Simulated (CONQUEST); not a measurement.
Sn:

```
Sn
1.0
     3.19860    0.00000    0.00000
     0.00000    5.88028    0.00000
     0.00000    0.00000    5.88028
Sn
4
Direct
  0.00000 0.00000 0.00000
  0.50000 0.50000 0.50000
  0.25000 0.00000 0.50000
  0.75000 0.50000 0.00000
```

| Item | Value |
| --- | --- |
| Program | CONQUEST 1.3 |
| Task | single point |
| Functional | PBEsol |
| Potentials or basis | PseudoDojo NC PBEsol, DZP, grid cutoff 120 Ha |
| k mesh | 8 × 5 × 5 |
| Occupations | fermi-dirac, width 0.05 eV |
| Spin | no spin polarisation |

On this cell: pressure -1.0 GPa; largest force under 0.003 eV/Å; band gap on the k mesh none (metal or under the smearing width).

The same run follows on a disturbed copy (atoms moved at random, drawn with an rms of 0.05 Å):

```
CELL_PARAMETERS angstrom
3.19860 0.00000 0.00000
0.00000 5.88028 0.00000
0.00000 0.00000 5.88028
ATOMIC_POSITIONS crystal
Sn 0.00732 0.98795 0.99975
Sn 0.50732 0.48795 0.49975
Sn 0.24730 0.99721 0.50189
Sn 0.74730 0.49721 0.00189
```

Question: What changes?

Answer: The energy (extrapolated to zero smearing) moves by +2.3 meV/atom; pressure -0.9 GPa; largest force 0.168 eV/Å; band gap on the k mesh none (metal or under the smearing width).

Forces in eV/Å, atoms in the order of the input:
```
Sn  -0.004  0.162  0.042
Sn  -0.004  0.162  0.042
Sn   0.007 -0.163 -0.041
Sn   0.007 -0.163 -0.041
```

Stress tensor (GPa, compression positive):
```
-1.51  0.23 -0.04
 0.23 -0.82 -0.03
-0.04 -0.03 -0.49
```

Caveats: the box holds several primitive cells, so bands are folded and the points are those of the box's own zone; the basis of atomic orbitals isn't converged, which shifts pressures, moduli and gaps.
